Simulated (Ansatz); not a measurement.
# Li: the cost of one run

All numbers below are computed with Ansatz 0.2.0 (DFT PBE, plane waves, PAW, scalar-relativistic, no spin polarisation).

### Step 1. Starting point

The cell holds 17 atoms (Li17): a = 6.980 Å, b = 6.045 Å, c = 20.403 Å, α = 90.00°, β = 90.00°, γ = 54.74°.

The coordinates stand in the first input below.

### Step 2. Relaxing end A

Input file input.yaml:

```yaml
crystal:
  lattice:
    - [6.98, 0.0, 0.0]
    - [3.49, 4.935605, 0.0]
    - [0.0, 0.0, 20.403408]
  atoms:
    - { symbol: Li, position: [-0.25, 0.5, 0.0490114] }
    - { symbol: Li, position: [0.25, 0.5, 0.0490114] }
    - { symbol: Li, position: [-0.25, 1.0, 0.0490114] }
    - { symbol: Li, position: [0.25, 1.0, 0.0490114] }
    - { symbol: Li, position: [0.0, 0.0, 0.1699619] }
    - { symbol: Li, position: [0.5, 0.0, 0.1699619] }
    - { symbol: Li, position: [0.0, 0.5, 0.1699619] }
    - { symbol: Li, position: [0.5, 0.5, 0.1699619] }
    - { symbol: Li, position: [-0.25, 0.5, 0.2909124] }
    - { symbol: Li, position: [0.25, 0.5, 0.2909124] }
    - { symbol: Li, position: [-0.25, 1.0, 0.2909124] }
    - { symbol: Li, position: [0.25, 1.0, 0.2909124] }
    - { symbol: Li, position: [0.0, 0.0, 0.411863] }
    - { symbol: Li, position: [0.5, 0.0, 0.411863] }
    - { symbol: Li, position: [0.0, 0.5, 0.411863] }
    - { symbol: Li, position: [0.5, 0.5, 0.411863] }
    - { symbol: Li, position: [0.3355017, 0.8425825, 0.5098858] }
basis:
  ecutwfc: 420.0
kpoints:
  mp_grid: { grid: [4, 4, 1] }
hamiltonian:
  xc: pbe
scf:
  occupations: { method: fermi_dirac, width: 0.05 }
  lower_state_search: "off"
relax:
  f_tol: 0.03
  max_steps: 60
  adjacent_minimum: "off"
  constraints: [{ sites: [0, 1, 2, 3] }]
output:
  write_density: true
  write_potential: true
  elf: true
  volumetric_format: npy
```

Launch:

```sh
$ ansatz run input.yaml --threads 2 --pin off --max-ram 5120MiB --backend cpu --events-out ev --progress --plain --runs-dir out
```

What time and memory should one allow on 2 threads of AMD EPYC 9R14 (Zen 4), shared host?

About 42 s, with a peak of 0.88 GiB.
